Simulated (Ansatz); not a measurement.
**LiH (rocksalt) under strain**

LiH (rocksalt), relaxed with r2SCAN in the plane-wave code Ansatz. It is cubic, Fm-3m (No. 225); a = 4.006 Å in the conventional setting, 8.04 Å³ an atom. Around Li lie 6 H at 2.00 Å; around H lie 6 Li at 2.00 Å.

The axes x, y and z are those of this cell:
```
Li H
1.0
     0.00000    2.00299    2.00299
     2.00299    0.00000    2.00299
     2.00299    2.00299    0.00000
Li H
1 1
Direct
  0.00000 0.00000 0.00000
  0.50000 0.50000 0.50000
```

Unstrained: With PBE the gap is 2.984 eV and direct, at X. With r2SCAN the gap is 3.630 eV and direct, at X. The HSE06 gap is direct at X: 3.971 eV. Meshes: PBE 10×10×10, r2SCAN 10×10×10, HSE06 8×8×8. Strains are changes of length per length, and xy shears are angles. After each strain the atoms were relaxed again with r2SCAN within the symmetry that the strain leaves, so tilts or polar shifts that break it weren't tested; points keep the names that they have in the unstrained zone. Calculated for a static, non-magnetic cell.

Changes of the least gap in eV (an overlap counts as a negative gap):

| strain | volume change (%) | space group | PBE | r2SCAN | HSE06 | energy rise, r2SCAN (meV/atom) |
| --- | --- | --- | --- | --- | --- | --- |
| isotropic +2.17 % on every length | +6.7 | Fm-3m | +0.045 | +0.037 | +0.035 | 3.7 |
| biaxial +4.51 % in x and y, z held | +9.2 | I4/mmm | -0.333 | -0.355 | -0.375 | 8.7 |
| xy shear, engineering strain (angle) -5.15 % | -0.1 | Immm | -0.020 | -0.021 | -0.021 | 3.4 |

Isotropic +2.17 % on every length. HSE06: the gap goes from 3.971 to 4.006 eV (+0.035 eV). Stress change with r2SCAN, compression positive: xx -2.09, yy -2.09, zz -2.09 GPa. For HSE06, dE_g/d ln V = 0.5 eV over this step.

Biaxial +4.51 % in x and y, z held. HSE06: the gap goes from 3.971 to 3.596 eV (-0.375 eV); it turns from direct (X) to indirect (X → X [(1/2, 0, 1/2)]). Stress change with r2SCAN, compression positive: xx -3.42, yy -3.42, zz -1.10 GPa.

Xy shear, engineering strain (angle) -5.15 %. HSE06: the gap goes from 3.971 to 3.950 eV (-0.021 eV); it turns from direct (X) to indirect (X → X [(1/2, 1/2, 0)]); least and direct gap lie within 0.04 eV, so its kind isn't settled. Stress change with r2SCAN, compression positive: xx +0.10, yy +0.10, zz -0.10, xy +2.67 GPa.

The meshes of the hybrids are coarse, so their gaps aren't converged to the digits shown.
